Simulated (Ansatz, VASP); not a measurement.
# One calculation of NaH, two programs

```xyz
2
Lattice="0.0000 2.5969 2.5969 2.5969 0.0000 2.5969 2.5969 2.5969 0.0000" Properties=species:S:1:pos:R:3 pbc="T T T"
Na    0.0000    0.0000    0.0000
H     1.2985    1.2985    1.2985
```

The cell was built by a generator and needn't be a form met in nature.

Alike in both runs: task single point; functional PBE; k mesh 6 × 6 × 6; no spin polarisation.

|  | VASP | Ansatz |
| --- | --- | --- |
| version | VASP 6.6.1 | Ansatz 0.2.0 |
| potentials or method | VASP PAW PBE potentials, release 64 (Na_pv, H) | plane waves, PAW |
| plane-wave cutoff (eV) | 520 | 420 |
| occupations | gaussian, width 0.01 eV | fixed |
| valence electrons in the cell | 8 | 10 |

```csv
,VASP,Ansatz,Ansatz less VASP
gap on the k mesh at the Fermi level (eV),3.63,3.63,+0.002
pressure (GPa),0.2,0.2,+0.02
```

The two sets of potentials don't hold the same shells in valence.

A k mesh can miss the band edges.
